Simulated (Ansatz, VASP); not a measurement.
**One calculation of Pd, two programs**

```
CELL_PARAMETERS angstrom
0.00000 1.92019 1.92019
1.92019 0.00000 1.92019
1.92019 1.92019 0.00000
ATOMIC_POSITIONS crystal
Pd 0.00000 0.00000 0.00000
```

Alike in both runs: task single point; functional PBEsol; k mesh 12 × 12 × 12; occupations fermi-dirac, width 0.1 eV; no spin polarisation.

|  | VASP | Ansatz |
| --- | --- | --- |
| version | VASP 6.6.1 | Ansatz 0.2.0 |
| potentials or method | VASP PAW PBE potentials, release 64 (Pd) | plane waves, PAW |
| plane-wave cutoff (eV) | 520 | 500 |
| valence electrons in the cell | 10 | 18 |

Ansatz gave:

| Property | Result |
| --- | --- |
| pressure (GPa) | 6.1 |

Problem. Estimate VASP's values.

Solution. Pressure (GPa): 5.7.

The two sets of potentials don't hold the same shells in valence.

Caveats: the PAW data sets were made with another functional, which shifts forces and pressure a little (VASP).
